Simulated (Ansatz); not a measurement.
**Blue phosphorene monolayer in a perpendicular field**

Aim: how the blue phosphorene monolayer screens a field along its normal, and what the field does to its bands. A positive field points along +c.

Program: Ansatz 0.2.0. Level of theory: plane-wave DFT, PBE-D4, Ansatz PAW. Results are calculated unless marked as measured.

This is a report of a sequence of runs, with most program output left out.

### Step 1. The structure

The cell holds 2 atoms: 2 P. Cell: a = 3.280 Å, b = 3.280 Å, c = 19.240 Å, α = 90.0°, β = 90.0°, γ = 120.0°. Vacuum lies along c.

### Step 2. Relaxation

The starting cell is a guess, so the in-plane lattice and the atoms are relaxed first, with the slab cut off from its images along the normal. The program lengthens the vector along the normal by itself, so c and the volume that it reports differ from the typed ones.

Input file input.yaml:

```yaml
crystal:
  lattice:
    - [3.28, 0.0, 0.0]
    - [-1.64, 2.8405633244, 0.0]
    - [0.0, 0.0, 19.24]
  atoms:
    - { symbol: P, position: [0.6666666667, 0.3333333333, 0.4677754678] }
    - { symbol: P, position: [0.3333333333, 0.6666666667, 0.5322245322] }
  periodic: [true, true, false]
kpoints:
  mp_grid: { grid: [12, 12, 1] }
hamiltonian:
  xc: pbe
  dispersion: d4
scf:
  occupations: { method: fermi_dirac, width: 0.05 }
  convergence: { dr2_threshold: 1.0e-09 }
relax:
  f_tol: 0.004
  max_steps: 90
  cell: {}
output:
  write_potential: true
  write_density: true
  volumetric_format: npy
```

Command:

```console
> ansatz run input.yaml --threads 2 --pin off --max-ram 3072MiB --backend cpu --events-out ev --progress --plain --runs-dir out
```

Elapsed: 17 s, on 2 threads of AMD EPYC 7R43, shared host; peak memory 0.47 GiB; 20 s of CPU time.

The steps of the relaxation:

```csv
step,energy less that of the first step (eV),largest force component (eV/Å),volume (Å³)
1,0.0000,0.0155,244.85
2,-0.0033,0.1804,241.19
3,-0.0016,0.2739,238.65
4,-0.0044,0.0027,240.41
5*,-0.0043,0.0027,240.41
```

Relaxation steps marked * repeat the geometry before them on a plane-wave basis chosen anew for their cell, so energy and pressure can jump there. Relaxation step 3 was tried and not accepted.

The run keeps the 12 symmetry operations that it works with, so distortions that break them were not tested.

```csv
cell as run,before,after,change
a (Å),3.280,3.250,-0.9 %
b (Å),3.280,3.250,-0.9 %
```

The relaxed structure:

```xyz
2
Lattice="3.2501 0.0000 0.0000 -1.6251 2.8147 0.0000 0.0000 0.0000 26.2800" Properties=species:S:1:pos:R:3
P     1.6251    0.9382    8.9971
P     0.0000    1.8764   10.2429
```

Numbers from this step:

```yaml
gap_on_the_k_mesh: 1.984 eV
```

The lattice constant a goes from 3.280 to 3.250 Å.

### Step 3. Atoms held, field 0

A sawtooth potential applies the field, turning back in the middle of the vacuum. With the dipole correction the typed value is the field outside the slab. The induced dipole is small, so the SCF threshold is tight.

The cell differs from the one that the last finished run ended in (c 26.280 → 19.246 Å).

Input file input.yaml:

```yaml
crystal:
  lattice:
    - [3.2501038918, 0.0, 0.0]
    - [-1.6250519459, 2.8146725352, 0.0]
    - [0.0, 0.0, 19.2457636587]
  atoms:
    - { symbol: P, position: [0.6666666667, 0.3333333333, 0.4676353799] }
    - { symbol: P, position: [0.3333333333, 0.6666666667, 0.5323646201] }
kpoints:
  mp_grid: { grid: [18, 18, 1] }
  band_path:
    path: [[0, 0, 0], [0.5, 0, 0], [0.33333333, 0.33333333, 0], [0, 0, 0]]
    npoints: 16
hamiltonian:
  xc: pbe
  dispersion: d4
scf:
  occupations: { method: fermi_dirac, width: 0.05 }
  convergence: { dr2_threshold: 1.0e-10 }
efield:
  axis: 3
  dipole_correction: true
  ramp_position: 0.97
  ramp_width: 0.06
  amplitude: 0
output:
  dos: { projected: true, e_range: [-6, 5] }
  bader: true
  write_potential: true
  write_density: true
  volumetric_format: npy
  elf: true
```

The job ended after 46 s (2 threads; peak memory 0.45 GiB; 55 s of CPU time).

This step gave:

```
dipole along the normal            : 3.41e-8 e·Å
gap along the path                 : 1.975 eV
smallest direct gap along the path : 2.169 eV
ionisation energy, upper face      : 6.189 eV
electron affinity, upper face      : 4.214 eV
gap, the smaller of path and mesh  : 1.975 eV
```

Running mean over a fixed 2.7 Å (it still follows the layers) of the planar mean; the ramp of the sawtooth is left out. The electron's electrostatic potential energy less the Fermi level by z:

```csv
z (Å),electron's electrostatic potential energy less the Fermi level (eV)
2.85,5.17
3.28,5.17
3.56,5.17
3.99,5.17
4.28,5.17
4.70,5.17
4.99,5.17
5.42,5.16
5.85,5.14
6.13,5.09
6.56,4.89
6.84,4.54
7.27,3.13
7.56,1.47
7.98,-1.32
8.41,-3.75
8.70,-5.47
9.12,-8.11
9.41,-9.28
9.84,-9.28
10.12,-8.11
10.55,-5.47
10.83,-3.75
11.26,-1.32
11.69,1.47
11.98,3.13
12.40,4.54
12.69,4.89
13.12,5.09
13.40,5.14
13.83,5.16
14.26,5.17
14.54,5.17
14.97,5.17
15.25,5.17
15.68,5.17
15.97,5.17
16.39,5.17
```

The density of states has structure finer than the step of the table below, so its rows give means over 0.25 eV, whole bins alone (the curve runs from -6 to 2.93 eV). Peaks (eV: height): -4.920: 4.12, -3.600: 3.43, -2.310: 2.66, -1.070: 5.54, 2.050: 2.71, 2.440: 2.75, 2.520: 2.57.

The density of states by energy, zero at the Fermi level of the run, which the smearing sets inside the gap; means over each step:

```csv
energy (eV),density of states (states/eV a cell)
-5.75,0.315
-5.50,0.340
-5.25,0.547
-5.00,2.43
-4.75,1.21
-4.50,1.01
-4.25,1.13
-4.00,0.952
-3.75,1.26
-3.50,1.63
-3.25,1.31
-3.00,0.765
-2.75,0.561
-2.50,0.609
-2.25,1.83
-2.00,1.22
-1.75,1.09
-1.50,1.18
-1.25,2.29
-1.00,1.77
-0.75,0
-0.50,0
-0.25,0
0.00,0
0.25,0
0.50,0
0.75,0
1.00,0.402
1.25,1.17
1.50,1.05
1.75,1.17
2.00,1.80
2.25,1.09
2.50,1.81
2.75,0.877
```

Projected DOS per atom over height of the atomic layer and energy from the Fermi level. Layers: P P from below.

Values in states/eV, 22 rows by 2 columns, each cell a mean:
```
0.40 0.40
0.64 0.64
0.71 0.71
0.48 0.48
0.38 0.38
0.00 0.00
0.00 0.00
0.00 0.00
0.00 0.00
0.36 0.36
1.11 1.11
0.53 0.53
0.75 0.75
0.34 0.34
0.34 0.34
0.66 0.66
0.63 0.63
0.50 0.50
0.51 0.51
0.97 0.97
0.19 0.19
0.15 0.15
```
Columns: height of the atomic layer (Å) from 9 to 10.2; rows upwards: energy from the Fermi level (eV) from -5.96 to 2.95.

Electronic bands along the path, in eV, zero at the Fermi level of the run, which the smearing sets inside the gap:

```csv
point,band 2,band 3,band 4,band 5,band 6,band 7,band 8,band 9
Γ,-7.47,-1.48,-1.02,-1.02,3.02,3.02,3.03,4.34
halfway,-7.15,-4.92,-2.40,-1.07,1.32,4.06,4.43,5.47
M,-10.00,-4.15,-3.23,-2.38,1.05,2.52,4.43,5.40
halfway,-9.99,-5.26,-3.53,-2.32,1.97,3.38,3.99,5.84
K,-10.65,-6.42,-2.73,-2.73,1.13,4.56,4.56,7.34
halfway,-7.27,-4.92,-3.72,-1.02,2.56,3.34,5.03,5.56
Γ,-7.47,-1.48,-1.02,-1.02,3.02,3.02,3.03,4.34
```

Valence density in the ca plane at fractional y = 0.333, with atoms of P within 0.2 Å of it. It is the smooth field of the valence electrons, not physical close to the nuclei.

Ten even steps from '0' (0.00 e/Å³) to '9' (0.73 e/Å³), each cell a mean:
```
00000000000000000000012578864210000000000000
00000000000000000000015975873100000000000000
00000000000000000000026941673100000000000000
00000000000000000000014876873210000000000000
00000000000000000000002467764310000000000000
00000000000000000000000124555421000000000000
00000000000000000000000112455431000000000000
00000000000000000000001234555421000000000000
```
Columns run along c (16.0 Å, from fractional 0.00 to 0.83 of the cell), rows up along a (3.3 Å). Atoms in or near the plane, at fractional coordinates: P at (0.47, 0.67).

ELF in the ca plane at fractional y = 0.333, with atoms of P within 0.2 Å of it. It is the smooth field of the valence electrons, not physical close to the nuclei.

Values, 5 rows by 16 columns, each cell a mean:
```
0.00 0.00 0.00 0.00 0.00 0.00 0.13 0.69 0.85 0.64 0.47 0.18 0.03 0.00 0.00 0.00
0.00 0.00 0.00 0.00 0.00 0.01 0.27 0.88 0.76 0.19 0.30 0.03 0.01 0.00 0.00 0.00
0.00 0.00 0.00 0.00 0.00 0.00 0.13 0.70 0.85 0.63 0.47 0.18 0.03 0.00 0.00 0.00
0.00 0.00 0.00 0.00 0.00 0.00 0.01 0.13 0.35 0.54 0.66 0.62 0.17 0.01 0.00 0.00
0.00 0.00 0.00 0.00 0.00 0.00 0.01 0.11 0.32 0.53 0.66 0.64 0.18 0.01 0.00 0.00
```
Columns run along c (16.0 Å, from fractional 0.00 to 0.83 of the cell), rows up along a (3.3 Å). Atoms in or near the plane, at fractional coordinates: P at (0.47, 0.67).

Electrostatic potential energy in the ca plane at fractional y = 0.333, with atoms of P within 0.2 Å of it. With pseudopotentials it is smooth inside the atoms' cores, unlike the true potential.

Values in eV, 5 rows by 16 columns, each cell a mean:
```
  3   3   3   3   3   3   3   2 -13 -22  -3   1   2   3   3   3
  3   3   3   3   3   3   3   2 -23 -32  -4   2   2   3   3   3
  3   3   3   3   3   3   3   2 -14 -23  -4   1   2   3   3   3
  3   3   3   3   3   3   3   2  -1  -5  -8   0   2   3   3   3
  3   3   3   3   3   3   3   2  -1  -5  -8   0   2   3   3   3
```
Columns run along c (16.0 Å, from fractional 0.00 to 0.83 of the cell; values clipped at the 3rd and 97th percentile), rows up along a (3.3 Å). Atoms in or near the plane, at fractional coordinates: P at (0.47, 0.67).

The gap is 1.98 eV, with the valence edge 6.19 eV and the conduction edge 4.21 eV under the upper vacuum level.

### Step 4. Single point, field 0.05 V/Å

Edit input.yaml of step 3 so:

```diff
@@ -24,6 +24,4 @@
   ramp_width: 0.06
-  amplitude: 0
+  amplitude: 0.05
 output:
-  dos: { projected: true, e_range: [-6, 5] }
-  bader: true
   write_potential: true
@@ -31,2 +29 @@
   volumetric_format: npy
-  elf: true
```

The job ended after 13 s (2 threads; peak memory 0.44 GiB; 18 s of CPU time).

The dipole is 0.00950 e·Å, and the gap 1.975 eV.

### Step 5. Atoms held, field -0.05 V/Å

Edit input.yaml of step 4 so:

```diff
@@ -24,3 +24,3 @@
   ramp_width: 0.06
-  amplitude: 0.05
+  amplitude: -0.05
 output:
```

It took 10 s on 2 threads; peak memory 0.44 GiB; 17 s of CPU time.

The dipole is -0.00950 e·Å, and the gap 1.975 eV.

### Step 6. Atoms held, field 0.1 V/Å

Edit input.yaml of step 5 so:

```diff
@@ -24,3 +24,3 @@
   ramp_width: 0.06
-  amplitude: -0.05
+  amplitude: 0.1
 output:
```

The job ended after 9.7 s (2 threads; peak memory 0.44 GiB; 16 s of CPU time).

The dipole is 0.0190 e·Å, and the gap 1.975 eV.

### Step 7. Atoms held, field 0.2 V/Å

Edit input.yaml of step 6 so:

```diff
@@ -24,3 +24,3 @@
   ramp_width: 0.06
-  amplitude: 0.1
+  amplitude: 0.2
 output:
```

Wall time 11 s (2 threads); peak memory 0.45 GiB; 18 s of CPU time.

The dipole is 0.0380 e·Å, and the gap 1.975 eV.

### Step 8. Single point, field 0.3 V/Å

Edit input.yaml of step 7 so:

```diff
@@ -24,4 +24,6 @@
   ramp_width: 0.06
-  amplitude: 0.2
+  amplitude: 0.3
 output:
+  dos: { projected: true, e_range: [-6, 5] }
+  bader: true
   write_potential: true
@@ -29 +31,2 @@
   volumetric_format: npy
+  elf: true
```

Elapsed: 26 s, on 2 threads; peak memory 0.47 GiB; 50 s of CPU time.

The dipole is 0.0571 e·Å, and the gap 1.975 eV.

### Step 9. Response, atoms held

This step: plane-wave DFT, PBE-D4, Ansatz PAW; response to a field along the normal, atoms held (Ansatz 0.2.0).

The dipoles give the slope, and the difference of two potentials shows where the field is screened.

Numbers from this step:

| Quantity | Value |
| --- | --- |
| equivalent conductor thickness p/(ε₀AE) | 3.760 Å |
| distance between the outer atoms | 1.246 Å |

The dipole of the cell by applied field:

```csv
applied field (V/Å),dipole of the cell (e·Å)
-0.050,-0.00950
0.000,0
0.050,0.00950
0.100,0.0190
0.200,0.0380
0.300,0.0571
```

Local field over the applied field, running mean. From the potentials at -0.05 and 0.05 V/Å; running mean over 2.5 Å. Table of local field over applied field by z:

```csv
z (Å),local field over applied field
4.5,0.998
5.0,0.993
5.5,0.981
6.0,0.951
6.5,0.883
7.0,0.760
7.5,0.593
8.0,0.417
8.5,0.245
9.0,0.118
9.5,0.0628
10.0,0.0812
10.5,0.175
11.0,0.330
11.5,0.507
12.0,0.681
12.5,0.830
13.0,0.924
13.5,0.970
14.0,0.989
14.5,0.996
15.0,0.999
```

Electrons, planar mean, per unit field. Induced electron density against z:

```csv
z (Å),induced electron density (e/Å³ per V/Å)
4.13,4.4e-6
4.56,1.1e-5
4.85,2.2e-5
5.27,5.5e-5
5.70,1.3e-4
5.99,2.3e-4
6.42,5.2e-4
6.84,0.00110
7.13,0.00174
7.56,0.00296
7.98,0.00348
8.27,0.00258
8.70,7.1e-4
9.12,9.8e-4
9.41,7.5e-4
9.84,-7.5e-4
10.12,-9.8e-4
10.55,-7.1e-4
10.98,-0.00258
11.26,-0.00348
11.69,-0.00296
12.12,-0.00174
12.40,-0.00110
12.83,-5.2e-4
13.26,-2.3e-4
13.54,-1.3e-4
13.97,-5.5e-5
14.40,-2.2e-5
14.68,-1.1e-5
15.11,-4.4e-6
```

The smaller of the gaps on the path and on the k-mesh, counted as 0 under 0.03 eV. The gap stays at 1.98 eV for applied field from -0.05 to 0.3 V/Å.

By hand: between -0.05 and 0.05 V/Å the dipole changes by 0.01901 e·Å, a slope of 0.1901 e·Å²/V. A perfect conductor of thickness t has p = ε₀AEt, so t = 180.95 × 0.1901 / 9.148 = 3.76 Å (e/ε₀ = 180.95 V·Å, A in Å²).

The induced dipole is that of a conductor 3.76 Å thick.

### Step 10. The same run with other settings: efield.amplitude = 0.1

This step: plane-wave DFT, PBE-D4, Ansatz PAW (Ansatz 0.2.0).

A run with a changed input: it repeats the earlier run at 0.05 V/Å with efield.amplitude from 0.05 to 0.1.

Edit input.yaml of step 8 so:

```diff
@@ -24,6 +24,4 @@
   ramp_width: 0.06
-  amplitude: 0.3
+  amplitude: 0.1
 output:
-  dos: { projected: true, e_range: [-6, 5] }
-  bader: true
   write_potential: true
@@ -31,2 +29 @@
   volumetric_format: npy
-  elf: true
```

It took 8.2 s on 2 threads; peak memory 0.43 GiB.

This step gave:

| Item | Value |
| --- | --- |
| dipole along the normal | 0.01901 e·Å |
| smallest direct gap along the path | 2.169 eV |

The electronic bands at the labelled points (eV, zero at the Fermi level of the run, which the smearing sets inside the gap):

```csv
point,band 2,band 3,band 4,band 5,band 6,band 7,band 8,band 9
Γ,-7.47,-1.48,-1.02,-1.02,3.02,3.02,3.03,4.27
halfway,-7.15,-4.92,-2.40,-1.07,1.32,4.06,4.43,5.41
M,-10.00,-4.15,-3.23,-2.38,1.05,2.52,4.43,5.40
halfway,-9.99,-5.26,-3.53,-2.32,1.97,3.38,3.99,5.84
K,-10.65,-6.42,-2.74,-2.73,1.13,4.56,4.57,7.34
halfway,-7.27,-4.92,-3.72,-1.02,2.56,3.34,5.02,5.54
Γ,-7.47,-1.48,-1.02,-1.02,3.02,3.02,3.03,4.27
```

```csv
quantity,this run,earlier run,difference
dipole along the normal (e·Å),0.01901,0.009502,0.0095
gap along the path (eV),1.975,1.975,-1.9e-5
smallest direct gap along the path (eV),2.169,2.169,-4.0e-5
gap on the k-mesh (eV),1.984,1.984,-2.1e-5
```

The applied field differs, and the slope found earlier predicts a dipole of 0.0190 e·Å; this run gives 0.0190 e·Å, in line with it.

### Step 11. Summary of results

```
gap without field                          : 1.98 eV
ionisation energy, upper face              : 6.19 eV
electron affinity, upper face              : 4.21 eV
equivalent conductor thickness, atoms held : 3.76 Å
```

In words: The induced dipole equals that of a perfect conductor 3.76 Å thick, while the outer atoms lie 1.25 Å apart; an out-of-plane ε follows only once a thickness t is chosen, by 1 − 1/ε = 3.76 Å / t. The gap stays within 0.01 eV of 1.98 eV over the fields run, up to 0.3 V/Å in size. Semilocal functionals give gaps that are too small, and excitons are not included.

[Logs are printed without paths, hosts, clocks, repeated set-up lines and the standing remarks that a program may print on its own settings, such as how far it seeks lower states.]

[Hosts, paths, dates, database ids (printed as entryN), source tags and the programs' standing remarks are cut or masked in the printed files.]

[Maps of the electrostatic potential energy from Ansatz leave out the sawtooth potential of an applied field or a dipole correction, so their vacuum need not be flat; planar profiles and work functions include it.]

[The density of states shown here was stored with 400 of the rows of the run's finer table, so its peaks can read low, often by over a quarter, or be missed, and its means over a window can be off by a tenth or more.]
